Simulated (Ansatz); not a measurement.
The system is HfN.

```
Hf N
1.0
     3.13391    0.00000    0.00000
    -1.56695    2.71404    0.00000
     0.00000    0.00000    5.41677
Hf N
2 2
Direct
  0.33333 0.66667 0.25000
  0.66667 0.33333 0.75000
  0.00000 0.00000 0.50000
  0.00000 0.00000 0.00000
```

The cell comes from a database or a generator and needn't be the stable form of this composition.

Base run:

- Program: Ansatz 0.2.0
- Functional: LDA
- Potentials or basis: Ansatz PAW
- Cutoff: 420 eV (not typed: the program's choice for these potentials)
- k mesh: 10 × 10 × 5
- Occupations: fermi-dirac, width 0.05 eV
- Spin: no spin polarisation

Its results: band gap on the k mesh none (metal or under the smearing width); pressure -9.0 GPa.

Question: The run is repeated on the same cell with these changes: functional from LDA to r2SCAN; cutoff from 420 eV (not typed: the program's choice for these potentials) to 500 eV (not typed: the program's choice for these potentials). What comes out?

Answer: Band gap on the k mesh none (metal or under the smearing width); pressure 2.2 GPa.

Caveats: spin-orbit coupling is left out, which moves the levels of the heavy elements; the PAW data sets come from PBE, with cores solved anew for the run's functional, which leaves a small shift of forces and pressure.
